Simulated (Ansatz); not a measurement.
Ansatz input file:

```yaml
crystal:
  lattice:
    - [-1.99249473, 1.81780473, 1.99249473]
    - [1.99249473, -1.81780473, 1.99249473]
    - [1.99249473, 1.81780473, -1.99249473]
  atoms:
    - { symbol: Tl, position: [0.0, 0.0, 0.0] }
basis:
  ecutwfc: 420
kpoints:
  mp_grid: { grid: [14, 14, 14] }
hamiltonian:
  xc: pbe
scf:
  occupations: { method: gaussian, width: 0.1 }
output:
  forces: true
  stress: true
  eigenvalues: true
```

It can be run as
```bash
ansatz run input.yaml --threads 1 --pin off --backend cpu --events-out ev --progress --plain --runs-dir out  # memory cap (--max-ram) not shown
```

Level of theory: DFT PBE, scalar-relativistic, plane waves, PAW (Ansatz 0.2.0).

Part of what the program printed, abridged:

```
Pseudopotentials: kind: paw
Pseudopotential: Tl, paw, valence charge 13, recommended cutoff 420 eV (normal)
Functional definition: PBE
Crystal: 1 atom, lattice volume = 28.867 Å³
Basis set: ecut = 420 eV, 555 PW (Γ), exchange–correlation on 48×48×48 points (8 copies of the dense FFT grid, shifted against one another)
Bands: 11, of which v1, the nominal top of the filled ones, is band 7 counted from 1 (6 counted from 0)
Symmetry: 16 space group operations
Space group: I4/mmm (ITA 139), of the structure as read, at distance tolerance 3.1e-5 Å
k-points: 244 of 2744
Initial density: superposition of atomic densities (neutral atoms: chi_scale 0, normalization atom), corrected by the library's trained network
Initial wavefunctions: pseudopotential atomic-orbital guess
Functional: x = pbe(κ = 0.804, μ = 0.21951497), c = pbe(β = 0.06672455)
SCF iter   1: F=—  HF=-11444.124423 eV  |F-HF|=—  |Δ(HF+E_count)|=         —  Δρ=5.25e-4  dr2=6.89e-5  ethr=1.77e-3  ⟨swp⟩=5.4  Hψ=17055  notcnv=0
SCF iter   2: F=—  HF=-11444.123947 eV  |F-HF|=—  |Δ(HF+E_count)|=   4.77e-4  Δρ=3.80e-4  dr2=4.50e-5  ethr=5.30e-7  ⟨swp⟩=2.3  Hψ=6186  notcnv=0
SCF iter   3: F=—  HF=-11444.123944 eV  |F-HF|=—  |Δ(HF+E_count)|=   2.74e-6  Δρ=1.67e-4  dr2=7.40e-6  ethr=3.46e-7  ⟨swp⟩=2.1  Hψ=4161  notcnv=0
SCF iter   4: F=—  HF=-11444.123945 eV  |F-HF|=—  |Δ(HF+E_count)|=   8.51e-7  Δρ=8.47e-5  dr2=2.67e-6  ethr=5.69e-8  ⟨swp⟩=1.0  Hψ=2575  notcnv=0
SCF iter   5: F=—  HF=-11444.123944 eV  |F-HF|=—  |Δ(HF+E_count)|=   5.18e-7  Δρ=2.90e-5  dr2=2.59e-7  ethr=2.05e-8  ⟨swp⟩=2.0  Hψ=4125  notcnv=0
SCF iter   6: F=-11444.123944 eV  HF=-11444.123944 eV  |F-HF|=8.57e-9  |Δ(HF+E_count)|=   2.31e-8  Δρ=9.43e-6  dr2=2.41e-8  ethr=7.69e-10  ⟨swp⟩=5.1  Hψ=9761  notcnv=0
SCF 1 converged in 6 iterations: F = -11444.123944 eV  dr2 = 2.41e-8
SCF converged after 6 iterations
Free energy (F): -11444.123944 eV
Harris-Foulkes:  -11444.123944 eV  (|F-HF|=8.57e-9)
Internal energy: -11444.121649 eV  (E = F + TS)
E sigma→0 (E₀):  -11444.122796 eV
Entropy (-TS):   -0.002296 eV (-2.296 meV/atom)
Fermi energy:    10.285543 eV
--- Per-component energies (eV) ---
  E_band       = 6.310400
  E_kinetic    = 333.847731
  E_local      = -879.682352  (includes V_loc(G=0)·N_el)
  E_nonlocal   = 317.128200
  E_hartree    = 325.018862
  E_xc         = -230.895016
  E_vxc        = -142.368479  (∫ρ·V_xc dr)
  E_paw        = -10164.099448  (= ΣΔE_a)
  E_vpaw       = -272.655544  (= ΣTr[D̂ρ^β])
  E_aug_tail   = 0.000034  (compensation charges beyond the density's cutoff)
  E_ewald      = -1145.439659
  E_smearing   = -0.002296  (= −TS)
--- Forces (eV/Å), atoms counted from 1 ---
  atom   1  Tl     0.00000000     0.00000000     0.00000000
--- Stress (GPa, compression-positive) ---
        2.343035       0.000000       0.000000
        0.000000       3.634222       0.000000
        0.000000       0.000000       2.343035
  P = ⅓ Tr σ = 2.7734 GPa (27.734 kbar)
--- Band table (eV; the first three rows and the last of 244) ---
  k-point 0: bands = ["-1.4644", "-1.3370", "-1.3370", "-1.0520", "-0.9230", "0.3050", "20.3918", "20.3918", "21.6822", "22.6822", "22.6822"]
  k-point 1: bands = ["-1.4535", "-1.3335", "-1.3260", "-1.0474", "-0.9324", "0.4238", "19.7848", "20.0313", "20.7932", "22.2857", "22.4782"]
  k-point 2: bands = ["-1.4537", "-1.3340", "-1.2629", "-1.0332", "-0.9557", "0.7881", "17.7746", "19.1625", "19.6542", "21.5777", "22.0872"]
  k-point 243: bands = ["-1.6158", "-1.5820", "-0.7718", "-0.7718", "-0.7323", "8.4995", "11.1612", "11.1612", "12.9906", "16.2454", "17.5465"]
```

The run converged.

Spin–orbit coupling is left out, which can shift energies with elements as heavy as these.